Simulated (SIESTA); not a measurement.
Crystal: Al.

```
Al
1.0
     0.00000    2.02481    2.02481
     2.02481    0.00000    2.02481
     2.02481    2.02481    0.00000
Al
1
Direct
  0.00000 0.00000 0.00000
```

Base run:

```yaml
Program: SIESTA 5.4.2
Functional: PBE
Potentials_or_basis: PseudoDojo 0.4 standard (PBE files)
Basis: DZP (energy shift 0.003 Ry)
Grid_cutoff: 500 Ry
Energy_shift: 0.003 Ry
k_mesh: 11 × 11 × 11
Occupations: fermi-dirac, width 0.05 eV
Spin: no spin polarisation
```

Its results: band gap on the k mesh none (metal or under the smearing width); pressure -0.4 GPa.

Q: The run is repeated on the same cell with these changes: basis from DZP (energy shift 0.003 Ry) to SZ (energy shift 0.01 Ry); energy shift from 0.003 Ry to 0.01 Ry. What comes out?

A: Band gap on the k mesh none (metal or under the smearing width); pressure 15.2 GPa.

Caveats: the basis of atomic orbitals isn't converged, which shifts pressures, moduli and gaps; the basis has no polarisation orbitals (some runs); so large a pressure means that the cell lies far from this level's equilibrium, or that cutoff or potentials fall short (some runs).

Not every run made on this cell is shown here.
